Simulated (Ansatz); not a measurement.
# Sr8Ti8O24: the cost of one run

Program: Ansatz 0.2.0, PAW, plane waves. These are calculated values, not measurements.

### Step 1. Starting point

40 atoms (8 Sr, 8 Ti, 24 O); a = 7.783 Å, b = 7.783 Å, c = 7.783 Å, α = 90.00°, β = 90.00°, γ = 90.00°. All atoms were shaken off their sites by about 0.08 Å along each axis.

Steps to follow: (2) PBEsol single point at the single k point (¼, ¼, ¼), on 7 threads of Arm Neoverse-V2; (3) HSE06 single point at the single k point (¼, ¼, ¼), on 7 threads of Arm Neoverse-V2; (4) r²SCAN single point at the single k point (¼, ¼, ¼), on 7 threads of Arm Neoverse-V2.

### Step 2. Single point with PBEsol

in.yaml reads:

```yaml
crystal:
  lattice:
    - [7.782821, 0.000000, 0.000000]
    - [0.000000, 7.782821, 0.000000]
    - [0.000000, 0.000000, 7.782821]
  atoms:
    - { symbol: Sr, position: [0.022101, 0.984567, 0.994049] }
    - { symbol: Sr, position: [0.994318, 0.988404, 0.498428] }
    - { symbol: Sr, position: [0.985735, 0.490373, 0.008056] }
    - { symbol: Sr, position: [0.005805, 0.491549, 0.515418] }
    - { symbol: Sr, position: [0.492216, 0.976403, 0.015186] }
    - { symbol: Sr, position: [0.509185, 0.995328, 0.490014] }
    - { symbol: Sr, position: [0.510557, 0.498472, 0.989430] }
    - { symbol: Sr, position: [0.502665, 0.504407, 0.485034] }
    - { symbol: Ti, position: [0.238702, 0.254934, 0.243596] }
    - { symbol: Ti, position: [0.243536, 0.266853, 0.745101] }
    - { symbol: Ti, position: [0.243932, 0.754397, 0.242467] }
    - { symbol: Ti, position: [0.258911, 0.759994, 0.747276] }
    - { symbol: Ti, position: [0.739658, 0.238670, 0.252245] }
    - { symbol: Ti, position: [0.755040, 0.241013, 0.751003] }
    - { symbol: Ti, position: [0.747926, 0.753431, 0.257028] }
    - { symbol: Ti, position: [0.750073, 0.740921, 0.740368] }
    - { symbol: O, position: [0.233965, 0.234785, 0.001447] }
    - { symbol: O, position: [0.248261, 0.247658, 0.503147] }
    - { symbol: O, position: [0.265613, 0.745670, 0.990980] }
    - { symbol: O, position: [0.276651, 0.748595, 0.512358] }
    - { symbol: O, position: [0.750344, 0.259308, 0.992815] }
    - { symbol: O, position: [0.740665, 0.252797, 0.490999] }
    - { symbol: O, position: [0.747299, 0.746600, 0.984289] }
    - { symbol: O, position: [0.752471, 0.759552, 0.501449] }
    - { symbol: O, position: [0.020384, 0.237875, 0.246358] }
    - { symbol: O, position: [0.998248, 0.254449, 0.749855] }
    - { symbol: O, position: [0.008178, 0.758848, 0.242440] }
    - { symbol: O, position: [0.006490, 0.763853, 0.744002] }
    - { symbol: O, position: [0.514240, 0.254198, 0.251710] }
    - { symbol: O, position: [0.487841, 0.238297, 0.748586] }
    - { symbol: O, position: [0.494661, 0.743779, 0.247405] }
    - { symbol: O, position: [0.498278, 0.738050, 0.759405] }
    - { symbol: O, position: [0.242578, 0.984127, 0.258858] }
    - { symbol: O, position: [0.261359, 0.004863, 0.740916] }
    - { symbol: O, position: [0.254543, 0.521148, 0.245074] }
    - { symbol: O, position: [0.270089, 0.512118, 0.756380] }
    - { symbol: O, position: [0.752641, 0.006226, 0.237512] }
    - { symbol: O, position: [0.773272, 0.994461, 0.752744] }
    - { symbol: O, position: [0.753106, 0.477445, 0.264578] }
    - { symbol: O, position: [0.742103, 0.494834, 0.744354] }
  symmetry: { detect: false }
kpoints:
  mp_grid: { grid: [1, 1, 1], shift: [0.25, 0.25, 0.25] }
hamiltonian:
  xc: pbesol
scf:
  occupations: { method: fermi_dirac, width: 0.01 }
output:
  forces: true
  eigenvalues: true
  stress: true
  populations: true
  eigenstates: { kpoints: [[0.25, 0.25, 0.25]], e_range: [-6.0, 6.0], localisation: true }
```

Command:

```bash
ansatz run in.yaml --threads 7 --pin off --max-ram 26600MiB --runs-dir r --events-out ev --progress --plain
```

What time and memory should one allow on 7 threads of Arm Neoverse-V2, shared host?

About 11 s, with a peak of 1.1 GiB.
